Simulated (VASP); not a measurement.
# Hf (Pm-3m) in VASP: notebook

Runs on Hf. Level: RPBE. Tasks: single point, relaxation of cell and atoms.

All numbers are computed with VASP 6.6.1; they aren't measurements. Logs are shortened: lines on timing, memory, paths and dates and some standing lists are left out, and cuts for length are marked.

**1. Starting point**

The structure is cubic, space group Pm-3m (No. 221). The conventional cell has a = 2.949 Å, b = 2.949 Å, c = 2.949 Å, α = 90.00°, β = 90.00°, γ = 90.00°. Hf (site symmetry m-3m) is surrounded by 6 Hf at 2.95 Å.

The cell was built by a generator and needn't be a form met in nature.

**2. Single point, RPBE**

Contents of INCAR:

```
PREC     = Accurate       # precision mode
ENCUT    = 520            # plane-wave cutoff, eV
EDIFF    = 1E-6           # SCF threshold, eV
ISMEAR   = -1             # smearing method
SIGMA    = 0.1            # smearing width, eV
LREAL    = F              # projectors in reciprocal space
LASPH    = T              # aspherical terms in the spheres
NELM     = 80             # most SCF steps
ALGO     = Normal         # electronic algorithm
ISIF     = 2              # what is computed and relaxed
LWAVE    = F              # write WAVECAR
LCHARG   = F              # write CHGCAR
GGA      = RP             # functional
NBANDS   = 11             # bands
```

Contents of KPOINTS:

```
Automatic mesh
0
Gamma
  11 11 11
```

Contents of POSCAR:

```
Hf
1.0
    2.9491480542      0.0000000000      0.0000000000
    0.0000000000      2.9491480542      0.0000000000
    0.0000000000      0.0000000000      2.9491480542
Hf
1
Direct
    0.0000000000      0.0000000000      0.0000000000
```

Potentials or basis: VASP PAW PBE potentials, release 64 (Hf_pv).

Command:

```sh
$ cat potpaw_PBE.64/Hf_pv/POTCAR > POTCAR
$ mpirun -np 1 vasp_std > vasp.out
```

OUTCAR:

```text
PREC = Accurate
   ENCUT = 520
   EDIFF = 1E-6
   ISMEAR = -1
   LREAL = F
   LASPH = T
   NELM = 80
   ISIF = 2
   GGA = RP

 ion  position               nearest neighbor table
   1  0.000  0.000  0.000-

  LATTYP: Found a simple cubic cell.
 ALAT       =     2.9491480542

  Lattice vectors:

 A1 = (   2.9491480542,   0.0000000000,   0.0000000000)
 A2 = (   0.0000000000,   2.9491480542,   0.0000000000)
 A3 = (   0.0000000000,   0.0000000000,   2.9491480542)

Analysis of symmetry for initial positions (statically):
=====================================================================
 Subroutine PRICEL returns:
 Original cell was already a primitive cell.

 Routine SETGRP: Setting up the symmetry group for a
 simple cubic supercell.

 Subroutine GETGRP returns: Found 48 space group operations
 (whereof 48 operations were pure point group operations)
 out of a pool of 48 trial point group operations.

The static configuration has the point symmetry O_h .

Analysis of symmetry for dynamics (positions and initial velocities):
=====================================================================
 Subroutine PRICEL returns:
 Original cell was already a primitive cell.

 Routine SETGRP: Setting up the symmetry group for a
 simple cubic supercell.

 Subroutine GETGRP returns: Found 48 space group operations
 (whereof 48 operations were pure point group operations)
 out of a pool of 48 trial point group operations.

The dynamic configuration has the point symmetry O_h .

 Subroutine INISYM returns: Found 48 space group operations
 (whereof 48 operations are pure point group operations),
 and found     1 'primitive' translations

----------------------------------------------------------------------------------------

                                     Primitive cell

  volume of cell :      25.6501

  direct lattice vectors                    reciprocal lattice vectors
     2.949148054  0.000000000  0.000000000     0.339080976  0.000000000  0.000000000
     0.000000000  2.949148054  0.000000000     0.000000000  0.339080976  0.000000000
     0.000000000  0.000000000  2.949148054     0.000000000  0.000000000  0.339080976

  length of vectors
     2.949148054  2.949148054  2.949148054     0.339080976  0.339080976  0.339080976

  position of ions in fractional coordinates (direct lattice)
     0.000000000  0.000000000  0.000000000

  ion indices of the primitive-cell ions
   primitive index   ion index
                 1           1

[... 72 lines left out ...]
   LREAL  =      F    real-space projection
   EDIFFG = 0.1E-04   stopping-criterion for IOM
   NSW    =      0    number of steps for IOM
   IBRION =     -1    ionic relax: 0-MD 1-quasi-New 2-CG
   NFREE  =      0    steps in history (QN), initial steepest desc. (CG)
   ISIF   =      2    stress and relaxation
   ISYM   =      2    0-nonsym 1-usesym 2-fastsym
   POTIM  = 0.5000    time-step for ionic-motion
   TEBEG  =    0.0;   TEEND  =   0.0 temperature during run
   PSTRESS=    0.0 pullay stress
   NELECT =      10.0000    total number of electrons
   NUPDOWN=      -1.0000    fix difference up-down
   EMIN   =  10.00;   EMAX   =-10.00  energy-range for DOS
   EFERMI =   0.00;   METHOD = LEGACY
   ISMEAR =    -1;   SIGMA  =   0.10  broadening in eV -4-tet -1-fermi 0-gaus
   EFERMI_NEDOS =   21; number of points for ismear=-14 and -15
   IALGO  =     38    algorithm
   IMIX   =      4    mixing-type and parameters
     AMIX     =   0.40;   BMIX     =  1.00
     AMIX_MAG =   1.60;   BMIX_MAG =  1.00
  volume/ion in A,a.u.               =      25.65       173.10
  Fermi-wavevector in a.u.,A,eV,Ry     =   1.195946  2.260010 19.460235  1.430287
  Thomas-Fermi vector in A             =   2.331899
   LORBIT       =      0    0 simple, 1 ext, 2 COOP (PROOUT), +10 PAW based schemes
   GGA     = RP    functional components
   LHFCALC =     F    Hartree Fock is set to
   AEXX    =    0.0000 exact exchange contribution
   IVDW    =     0    specifies the selected vdW correction
   LEPSILON=     F    determine dielectric tensor
   LRPA    =     F    only Hartree local field effects (RPA)
 non-spin polarized calculation
  energy-cutoff  :      520.00
  volume of cell :       25.65
 maximum number of plane-waves:       739
 NGX is ok and might be reduce to    24
   NGX = 11   NGY = 11   NGZ = 11

 number of electron      10.0000001 magnetization

 Free energy of the ion-electron system (eV)
  ---------------------------------------------------
  ext. energy  EPLUGINS =         0.00000000
  ---------------------------------------------------
  free energy    TOTEN  =        -8.43936455 eV

  energy without entropy =       -8.37782694  energy(sigma->0) =       -8.40859575

 E-fermi :   3.6947     XC(G=0): -10.5185

 val. band max:        3.6806941244   @ k =   0.3636   0.0909   0.0909
 cond. band min:       3.7052727318   @ k =   0.4545   0.4545   0.2727
 fundamental gap:      0.0245786074
 Fermi energy:         3.6947144825

 k-point     1 :       0.0000    0.0000    0.0000
  band No.  band energies     occupation
      1     -26.4461      2.00000
      2     -26.4461      2.00000
      3     -26.4461      2.00000
      4      -2.6832      2.00000
      5       2.3675      2.00000
      6       2.3675      2.00000
      7       9.9337      0.00000
      8       9.9337      0.00000
      9       9.9337      0.00000
     10      16.2044      0.00000
     11      16.2044      0.00000
[... 309 lines left out ...]
 k-point    24 :       0.2727    0.0909    0.0909
  band No.  band energies     occupation
      1     -26.9117      2.00000
      2     -26.4692      2.00000
      3     -26.4627      2.00000
      4      -0.6883      2.00000
      5       3.1474      1.99164
      6       3.7392      0.78094
      7       7.3632      0.00000
      8       7.4024      0.00000
      9       9.4073      0.00000
     10      13.0920      0.00000
     11      16.7425      0.00000

 [... further k-points ...]
[... 5 lines left out ...]
  --------------------------------------------------------------------------------------
  -------------------------------------------------------------------------------------
  Total       -0.0471827     -0.0471827     -0.0471827      0.0000000      0.0000000     -0.0000000
  in kB       -2.9471573     -2.9471573     -2.9471573      0.0000000      0.0000000     -0.0000000
  external PRESSURE =      -2.9471573 kB  Pullay stress =       0.0000000 kB

 VOLUME and BASIS-vectors are now :
 -----------------------------------------------------------------------------
  energy-cutoff  :      520.00
  volume of cell :       25.65
      direct lattice vectors                 reciprocal lattice vectors
     2.949148054  0.000000000  0.000000000     0.339080976  0.000000000  0.000000000
     0.000000000  2.949148054  0.000000000     0.000000000  0.339080976  0.000000000
     0.000000000  0.000000000  2.949148054     0.000000000  0.000000000  0.339080976

 POSITION                                       TOTAL-FORCE (eV/Angst)
 -----------------------------------------------------------------------------------
      0.00000      0.00000      0.00000         0.000000      0.000000      0.000000
 -----------------------------------------------------------------------------------
    total drift:                                0.000000      0.000000      0.000000

  FREE ENERGIE OF THE ION-ELECTRON SYSTEM (eV)
  ---------------------------------------------------
  free  energy   TOTEN  =        -8.4393645545 eV

  energy  without entropy=       -8.3778269394  energy(sigma->0) =       -8.40859575
```

OSZICAR:

```text
N       E                     dE             d eps       ncg     rms          rms(c)
DAV:   1     0.133178386921E+02    0.13318E+02   -0.57244E+03  1248   0.829E+02
DAV:   2    -0.821561646222E+01   -0.21533E+02   -0.20713E+02  1588   0.149E+02
DAV:   3    -0.870314716362E+01   -0.48753E+00   -0.47779E+00  1490   0.149E+01
DAV:   4    -0.870592028390E+01   -0.27731E-02   -0.27723E-02  1390   0.143E+00
DAV:   5    -0.870594481028E+01   -0.24526E-04   -0.24526E-04  1597   0.113E-01    0.317E+01
DAV:   6    -0.849064061087E+01    0.21530E+00   -0.23368E-01  1337   0.319E+00    0.189E+01
DAV:   7    -0.844414129371E+01    0.46499E-01   -0.28684E-01  1409   0.352E+00    0.112E+00
DAV:   8    -0.843925859424E+01    0.48827E-02   -0.27592E-02  1352   0.107E+00    0.181E-01
DAV:   9    -0.843935328521E+01   -0.94691E-04   -0.45644E-04  1500   0.178E-01    0.814E-02
DAV:  10    -0.843936606341E+01   -0.12778E-04   -0.36983E-05  1476   0.496E-02    0.350E-02
DAV:  11    -0.843936461304E+01    0.14504E-05   -0.69948E-06  1433   0.185E-02    0.187E-03
DAV:  12    -0.843936455445E+01    0.58586E-07   -0.10635E-07   903   0.311E-03
   1 F= -.84393646E+01 E0= -.84085957E+01  d E =-.615376E-01
```

stdout:

```text
POSCAR found type information on POSCAR Hf
 POSCAR found :  1 types and       1 ions
 scaLAPACK will be used
 -----------------------------------------------------------------------------
|                                                                             |
|                                                                             |
|     You enforced a specific xc type in the INCAR file but a different       |
|     I HOPE YOU KNOW WHAT YOU ARE DOING!                                     |
|                                                                             |
 -----------------------------------------------------------------------------

 LDA part: xc-table for (Slater+PW92), standard interpolation
 POSCAR, INCAR and KPOINTS ok, starting setup
 FFT: planning ... GRIDC
 FFT: planning ... GRID_SOFT
 FFT: planning ... GRID
 WAVECAR not read
 entering main loop
```

Wall time 4.8 s (1 thread of Intel Xeon 6975P-C (Granite Rapids), shared host); peak memory 0.15 GiB.

What came out:

| Property | Result |
| --- | --- |
| Free energy | -8.4394 eV |
| Pressure | -0.3 GPa |
| Band gap on the k mesh | none (metal or under the smearing width) |

Levels at points of the mesh, in eV from the Fermi level:
| k point | band 1 | band 2 | band 3 | band 4 | band 5 | band 6 | band 7 | band 8 | band 9 | band 10 |
| --- | --- | --- | --- | --- | --- | --- | --- | --- | --- | --- |
| (0.00, 0.00, 0.00) | -30.14 | -30.14 | -30.14 | -6.38 | -1.33 | -1.33 | 6.24 | 6.24 | 6.24 | 12.51 |

Caveat: the PAW data sets were made with another functional, which shifts forces and pressure a little. The run has no spin-orbit coupling, so splittings on Hf are missing.

**3. Relaxation of cell and atoms, RPBE**

This run uses another cell than the first one, of 24.17 Å³/atom, 0.942 times its volume.

Contents of INCAR:

```
SYSTEM = Hf
ALGO = Normal
EDIFF = 1E-6
EDIFFG = -0.01
ENCUT = 600
GGA = RP
IBRION = 2
ISIF = 3
ISMEAR = -1
LASPH = .TRUE.
LCHARG = .FALSE.
LREAL = .FALSE.
LWAVE = .FALSE.
NELM = 80
NSW = 80
PREC = Accurate
SIGMA = 0.1
```

Contents of KPOINTS:

```
k-points
0
G
  11 11 11
  0 0 0
```

Contents of POSCAR:

```
Hf
1.0
    2.8913220498      0.0000000000      0.0000000000
    0.0000000000      2.8913220498      0.0000000000
    0.0000000000      0.0000000000      2.8913220498
Hf
1
Direct
    0.0000000000      0.0000000000      0.0000000000
```

Potentials or basis: VASP PAW PBE potentials, release 64 (Hf_pv).

Command:

```sh
$ cat potpaw_PBE.64/Hf_pv/POTCAR > POTCAR
$ mpirun -np 1 vasp_std > vasp.out
```

Wall time 8.8 s (1 thread of Intel Xeon 6975P-C (Granite Rapids), shared host); peak memory 0.15 GiB.

The run converged. Its results:

| Item | Value |
| --- | --- |
| Free energy | -8.4395 eV |
| Relaxed volume | 25.54 Å³/atom |
| Relaxed cell | a = 2.945 Å, b = 2.945 Å, c = 2.945 Å, α = 90.00°, β = 90.00°, γ = 90.00° |
| Space group after relaxing (to 0.05 Å) | Pm-3m (No. 221) |
| Energy gained by relaxing | 17.1 meV/atom |
| Ionic steps | 3 |
| Pressure after relaxing | 0.0 GPa |
| Band gap on the k mesh | none (metal or under the smearing width) |

Step by step:
```
step  energy change (eV)  largest force (eV/Å)  pressure (GPa)  volume (Å³)
   1              0.0000                0.0000            4.16        24.17
   2             -0.0107                0.0000           -2.23        26.43
   3             -0.0171                0.0000            0.00        25.54
```

Final structure:
```
Hf
1.0
     2.94503    0.00000    0.00000
     0.00000    2.94503    0.00000
     0.00000    0.00000    2.94503
Hf
1
Direct
  0.00000 0.00000 0.00000
```

Levels at points of the mesh, in eV from the Fermi level:
| k point | band 1 | band 2 | band 3 | band 4 | band 5 | band 6 | band 7 | band 8 | band 9 |
| --- | --- | --- | --- | --- | --- | --- | --- | --- | --- |
| (0.00, 0.00, 0.00) | -30.13 | -30.13 | -30.13 | -6.39 | -1.34 | -1.34 | 6.27 | 6.27 | 6.27 |

Caveat: the PAW data sets were made with another functional, which shifts forces and pressure a little. The run has no spin-orbit coupling, so splittings on Hf are missing.

**4. Single point, RPBE**

This run uses another cell than the first one, of 28.73 Å³/atom, 1.120 times its volume.

Contents of INCAR:

```
PREC = Accurate
ENCUT = 520
EDIFF = 1E-6
ISMEAR = -1
SIGMA = 0.1
LREAL = False
LASPH = True
NELM = 60
ALGO = Normal
ISIF = 2
LWAVE = False
LCHARG = False
GGA = RP
NBANDS = 11
```

Contents of KPOINTS:

```
regular mesh
0
Gamma
  12 12 12
```

Contents of POSCAR:

```
Hf
1.0
    3.0626867754      0.0000000000      0.0000000000
    0.0000000000      3.0626867754      0.0000000000
    0.0000000000      0.0000000000      3.0626867754
Hf
1
Direct
    0.0000000000      0.0000000000      0.0000000000
```

Command:

```sh
$ cat potpaw_PBE.64/Hf_pv/POTCAR > POTCAR
$ mpirun -np 1 vasp_std > vasp.out
```

Wall time 6.1 s (1 thread of Intel Xeon 6975P-C (Granite Rapids), shared host); peak memory 0.15 GiB.

The run converged. Its results:

```yaml
Free_energy: -8.3700 eV
Pressure: -6.7 GPa
Band_gap_on_the_k_mesh: none (metal or under the smearing width)
```

Levels at points of the mesh, in eV from the Fermi level:
| k point | band 3 | band 4 | band 5 | band 6 | band 7 | band 8 |
| --- | --- | --- | --- | --- | --- | --- |
| (0.00, 0.00, 0.00) | -30.51 | -6.03 | -1.10 | -1.10 | 5.50 | 5.50 |
| (0.50, 0.00, 0.00) | -30.46 | -3.02 | -0.36 | -0.29 | 2.76 | 2.76 |
| (0.50, 0.50, 0.00) | -30.42 | -2.20 | -0.67 | 3.34 | 3.34 | 3.63 |
| (0.50, 0.50, 0.50) | -30.94 | -0.87 | -0.87 | -0.87 | 6.78 | 7.43 |

Caveat: the PAW data sets were made with another functional, which shifts forces and pressure a little. The run has no spin-orbit coupling, so splittings on Hf are missing.

**5. The runs side by side**

| task | cell | k mesh | cutoff (eV) | gap on the mesh (eV) | pressure (GPa) |
| --- | --- | --- | --- | --- | --- |
| single point | Pm-3m, 25.65 Å³/atom | 11 × 11 × 11 | 520 | none | -0.3 |
| relaxation of cell and atoms | relaxed | 11 × 11 × 11 | 600 | none | 0.0 |
| single point | Pm-3m, 28.73 Å³/atom | 12 × 12 × 12 | 520 | none | -6.7 |

Alike in all rows: level RPBE; potentials or basis VASP PAW PBE potentials, release 64 (Hf_pv); no spin polarisation; smearing fermi-dirac 0.1 eV.

Caveats: the PAW data sets were made with another functional, which shifts forces and pressure a little.

Absolute energies hang on the potentials; compare differences alone.
